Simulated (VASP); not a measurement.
A run of VASP 6.6.1:

File INCAR:

```
PREC     = Accurate       # precision mode
ENCUT    = 300            # plane-wave cutoff, eV
EDIFF    = 1E-7           # SCF threshold, eV
ISMEAR   = 1              # smearing method
SIGMA    = 0.1            # smearing width, eV
LREAL    = F              # projectors in reciprocal space
LASPH    = T              # aspherical terms in the spheres
NELM     = 80             # most SCF steps
ALGO     = Normal         # electronic algorithm
ISIF     = 2              # what is computed and relaxed
LWAVE    = F              # write WAVECAR
LCHARG   = F              # write CHGCAR
GGA      = PE             # functional
IBRION   = 2              # ionic algorithm
NSW      = 40             # ionic steps
EDIFFG   = -0.01          # ionic threshold
```

KPOINTS

```
Automatic mesh
0
Gamma
  8 8 8
```

File POSCAR:

```
Mo                                      
1.0
   -1.5748858982      1.5748858982      1.5748858982
    1.5748858982     -1.5748858982      1.5748858982
    1.5748858982      1.5748858982     -1.5748858982
  Mo            
     1
Direct
     0.0000000000000000    0.0000000000000000    0.0000000000000000
```

Potentials or basis: VASP PAW PBE potentials, release 64 (Mo).

Command:

```console
$ cat potpaw_PBE.64/Mo/POTCAR > POTCAR
$ mpirun -np 1 vasp_std > vasp.out
```

Hardware: 1 thread of Intel(R) Xeon(R) Platinum 8488C (Sapphire Rapids), on a shared host.

**Question.** How long does it take, and how much memory?

**Answer.** Wall time 4.1 s on 1 thread of Intel(R) Xeon(R) Platinum 8488C (Sapphire Rapids) (shared host), peak memory 0.11 GiB. Counts: scf iterations 14, k points 29, ion steps 1.
